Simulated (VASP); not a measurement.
Here is a VASP 6.6.1 calculation.

Contents of POSCAR:

```
CdTe
1.0
    0.0000000000      3.2050000000      3.2050000000
    3.2050000000      0.0000000000      3.2050000000
    3.2050000000      3.2050000000      0.0000000000
Te Cd
1 1
Direct
    0.7500000000      0.7500000000      0.7500000000
    0.0000000000      0.0000000000      0.0000000000
```

The input INCAR.step1:

```
PREC = Accurate
ENCUT = 520
EDIFF = 1E-5
ISMEAR = 0
SIGMA = 0.02
LREAL = F
LASPH = T
NELM = 80
ALGO = Normal
ISIF = 2
LWAVE = T
LCHARG = F
GGA = PE
KPAR = 4
```

File INCAR.step2:

```
PREC = Accurate
ENCUT = 520
EDIFF = 1E-7
ISMEAR = 0
SIGMA = 0.02
LREAL = F
LASPH = T
NELM = 80
ALGO = Normal
ISIF = 2
LWAVE = F
LCHARG = F
GGA = PE
LHFCALC = T
HFSCREEN = 0.2
PRECFOCK = Fast
ISTART = 1
KPAR = 4
```

Contents of KPOINTS:

```
Automatic mesh
0
Gamma
  6 6 6
```

KPOINTS_OPT

```
path GXWKGLUWLK,UX
10
line-mode
reciprocal
 0.0000000000  0.0000000000  0.0000000000  G
 0.5000000000  0.0000000000  0.5000000000  X

 0.5000000000  0.0000000000  0.5000000000  X
 0.5000000000  0.2500000000  0.7500000000  W

 0.5000000000  0.2500000000  0.7500000000  W
 0.3750000000  0.3750000000  0.7500000000  K

 0.3750000000  0.3750000000  0.7500000000  K
 0.0000000000  0.0000000000  0.0000000000  G

 0.0000000000  0.0000000000  0.0000000000  G
 0.5000000000  0.5000000000  0.5000000000  L

 0.5000000000  0.5000000000  0.5000000000  L
 0.6250000000  0.2500000000  0.6250000000  U

 0.6250000000  0.2500000000  0.6250000000  U
 0.5000000000  0.2500000000  0.7500000000  W

 0.5000000000  0.2500000000  0.7500000000  W
 0.5000000000  0.5000000000  0.5000000000  L

 0.5000000000  0.5000000000  0.5000000000  L
 0.3750000000  0.3750000000  0.7500000000  K

 0.6250000000  0.2500000000  0.6250000000  U
 0.5000000000  0.0000000000  0.5000000000  X
```

Potentials or basis: VASP PAW PBE potentials, release 64 (Te, Cd).

Run with:

```console
$ cat potpaw_PBE.64/Te/POTCAR potpaw_PBE.64/Cd/POTCAR > POTCAR
$ cp INCAR.step1 INCAR
$ mpirun -np 4 vasp_std > vasp.out
$ cp INCAR.step2 INCAR
$ mpirun -np 4 vasp_std > vasp.out
```

Predict the pressure.

3.3 GPa.

Estimate the band gap on the k mesh.

1.67 eV, direct.

Estimate the band gap along the path.

1.67 eV, direct.

Levels at the corners of the path, in eV from the valence-band top:
```tsv
point	band 7	band 8	band 9	band 10	band 11	band 12
Γ	0.00	0.00	0.00	1.67	5.47	5.47
X	-4.79	-2.13	-2.13	3.21	3.47	10.21
X	-4.79	-2.13	-2.13	3.21	3.47	10.21
W	-4.62	-2.66	-2.49	5.42	5.45	6.53
W	-4.62	-2.66	-2.49	5.42	5.45	6.53
K	-4.66	-2.91	-1.76	3.65	5.48	8.42
K	-4.66	-2.91	-1.76	3.65	5.48	8.42
Γ	0.00	0.00	0.00	1.67	5.47	5.47
Γ	0.00	0.00	0.00	1.67	5.47	5.47
L	-4.96	-0.88	-0.88	2.67	6.06	6.06
L	-4.96	-0.88	-0.88	2.67	6.06	6.06
U	-4.66	-2.91	-1.76	3.65	5.48	8.42
U	-4.66	-2.91	-1.76	3.65	5.48	8.42
W	-4.62	-2.66	-2.49	5.42	5.45	6.53
W	-4.62	-2.66	-2.49	5.42	5.45	6.53
L	-4.96	-0.88	-0.88	2.67	6.06	6.06
L	-4.96	-0.88	-0.88	2.67	6.06	6.06
K	-4.66	-2.91	-1.76	3.65	5.48	8.42
U	-4.66	-2.91	-1.76	3.65	5.48	8.42
X	-4.79	-2.13	-2.13	3.21	3.47	10.22
```

Caveat: the PAW data sets were made with another functional, which shifts forces and pressure a little; spin-orbit coupling is left out, which moves the levels of the heavy elements.

**Experimental background.**

A printed reference work, data compilation reports, for a bulk crystal of CdTe at 0 K: band gap 1.607 eV.

Against the measured gap of CdTe, 1.607 eV (0 K; a printed reference work, data compilation), the calculated 1.67 eV is off by +0.06 eV. Spin-orbit coupling on Cd, Te is left out. The value is that of HSE06, without temperature or zero-point motion.
